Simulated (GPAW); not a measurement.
Crystal: ZrS.

```
Zr S
1.0
     0.00000    2.62500    2.62500
     2.62500    0.00000    2.62500
     2.62500    2.62500    0.00000
Zr S
1 1
Direct
  0.00000 0.00000 0.00000
  0.50000 0.50000 0.50000
```

- Program: GPAW 26.7.0
- Task: relaxation of cell and atoms
- Functional: PBEsol
- Potentials or basis: PAW data sets generated in the run's folder for this functional
- Cutoff: 600 eV
- Basis: pw
- k mesh: 9 × 9 × 9
- Occupations: fermi-dirac, width 0.05 eV
- Spin: no spin polarisation

At the start: pressure -7.0 GPa; volume 18.09 Å³/atom.

Q: Where does the relaxation end?

A: Over 4 steps the energy falls by 20.9 meV/atom and the volume is 17.16 Å³/atom (-5.1 %); space group Fm-3m (No. 225, to 0.05 Å).

Step by step:
| step | energy change (eV) | largest force (eV/Å) | pressure (GPa) | volume (Å³) |
| --- | --- | --- | --- | --- |
| 1 | 0.0000 | 0.0000 | -7.02 | 36.18 |
| 2 | -0.0225 | 0.0000 | -4.95 | 35.57 |
| 3 | -0.0416 | 0.0000 | 0.37 | 34.23 |
| 4 | -0.0417 | 0.0000 | -0.02 | 34.32 |

Final structure:
```
CELL_PARAMETERS angstrom
0.00000 2.57924 2.57924
2.57924 0.00000 2.57924
2.57924 2.57924 0.00000
ATOMIC_POSITIONS crystal
Zr 0.00000 0.00000 0.00000
S 0.50000 0.50000 0.50000
```

Caveat: later steps reuse the first step's grids.
